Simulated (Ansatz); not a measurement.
ZrN:

```
Zr N
1.0
     0.00000    2.30000    2.30000
     2.30000    0.00000    2.30000
     2.30000    2.30000    0.00000
Zr N
1 1
Cartesian
  2.3000 2.3000 2.3000
  0.0000 0.0000 0.0000
```

| Item | Value |
| --- | --- |
| Program | Ansatz 0.2.0 |
| Task | relaxation of cell and atoms |
| Functional | PBE |
| Dispersion | D3(BJ) |
| Potentials or basis | all-electron LAPW, scalar-relativistic |
| Basis error allowed | 0.001 eV/atom |
| k mesh | 10 × 10 × 10 |
| Occupations | fermi-dirac, width 0.05 eV |
| Spin | no spin polarisation |

At the start: volume 12.17 Å³/atom.

**Question.** Where does the relaxation end?

**Answer.** Over 5 steps the energy falls by 6.7 meV/atom and the volume is 11.85 Å³/atom (-2.6 %); space group Fm-3m (No. 225, to 0.05 Å).

Step by step:
```
step  energy change (eV)  largest force (eV/Å)  volume (Å³)
   1              0.0000                0.0000        24.33
   2             -0.0077                0.0000        23.29
   3             -0.0135                0.0000        23.71
   4             -0.0135                0.0000        23.69
   5             -0.0135                0.0000        23.69
```

Final structure:
```yaml
crystal:
  lattice:
    - [0.00000, 2.27966, 2.27966]
    - [2.27966, 0.00000, 2.27966]
    - [2.27966, 2.27966, 0.00000]
  atoms:
    - { symbol: Zr, position: [0.50000, 0.50000, 0.50000] }
    - { symbol: N, position: [0.00000, 0.00000, 0.00000] }
```
